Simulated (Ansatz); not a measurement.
CuO (Tenorite), 4 atoms in the cell. The structure is monoclinic, space group C2/c (No. 15). Conventional cell: a = 4.684 Å, b = 3.423 Å, c = 5.129 Å, α = 90.00°, β = 99.54°, γ = 90.00°. Around Cu (site symmetry -1) lie 4 O at 1.95 to 1.96 Å. O (site symmetry 2) has 4 Cu at 1.95 to 1.96 Å as nearest neighbours. 

- Program: Ansatz 0.2.0
- Task: phonons
- Functional: LDA
- Potentials or basis: Ansatz PAW
- Cutoff: 420 eV (not typed: the program's choice for these potentials)
- k mesh: 8 × 8 × 5
- Occupations: fermi-dirac, width 0.05 eV
- Spin: no spin polarisation

Potentials or basis: Ansatz PAW.

Run with:

```sh
$ ansatz run input.yaml --threads 2 --pin off --max-ram 5120MiB --backend cpu --events-out ev --progress --plain --runs-dir out
```

Hardware: 2 threads of Arm Neoverse V1, with other jobs on the host.

How long does it take, and how much memory?

Run time: 71 s on 2 threads of Arm Neoverse V1 (shared host), peak memory 0.87 GiB. Counts: scf iterations 11, plane waves 787, k points 162, bands 30.
